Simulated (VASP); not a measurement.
Wanted: the native input for a VASP 6.6.1 run.

| Item | Value |
| --- | --- |
| Task | relaxation of shape and atoms at fixed volume |
| Functional | PBE |
| Potentials or basis | VASP PAW PBE potentials, release 64 (Zr_sv) |
| Cutoff | 600 eV |
| k mesh | 9 × 9 × 12 |
| Occupations | methfessel-paxton, width 0.1 eV |
| Spin | no spin polarisation |
| Further INCAR settings | ALGO = Fast; EDIFF = 1e-07; IBRION = 2; EDIFFG = -0.01; NSW = 40; ISIF = 4 |

The structure of Zr lies in POSCAR:

```
Zr                                      
1.0
    5.1047815420      0.0000000000      0.0000000000
   -2.5523907710      4.4208704939      0.0000000000
    0.0000000000      0.0000000000      3.1955581923
  Zr            
     3
Direct
     0.6666666699999979    0.3333333300000021    0.5000000000000000
     0.3333333300000021    0.6666666699999979    0.5000000000000000
     0.0000000000000000    0.0000000000000000    0.0000000000000000
```

The cell was built by a generator and needn't be a form met in nature.

The cell isn't the ideal one: a relaxed cell with its volume scaled by 1.04.

These files were run (other wordings do the same):

INCAR

```
  PREC = Accurate
  ENCUT = 600
  EDIFF = 1E-7
  ISMEAR = 1
  SIGMA = 0.1
  LREAL = F
  LASPH = T
  NELM = 80
  ALGO = Fast
  ISIF = 4
  LWAVE = F
  LCHARG = F
  GGA = PE
  IBRION = 2
  NSW = 40
  EDIFFG = -0.01
```

KPOINTS

```
regular mesh
0
Gamma
  9 9 12
```

Potentials or basis: VASP PAW PBE potentials, release 64 (Zr_sv).

The run is started by

```bash
$ cat potpaw_PBE.64/Zr_sv/POTCAR > POTCAR
$ mpirun -np 1 vasp_std > vasp.out
```

Results of the run:

```yaml
Energy_gained_by_relaxing: 0.0 meV/atom
Ionic_steps: 2
Pressure_after_relaxing: -3.5 GPa
Band_gap_on_the_k_mesh: none (metal or under the smearing width)
```

It took 5.2 min on 1 thread of Intel(R) Xeon(R) Platinum 8488C (Sapphire Rapids), with other jobs on the host, peak memory 0.3 GiB.
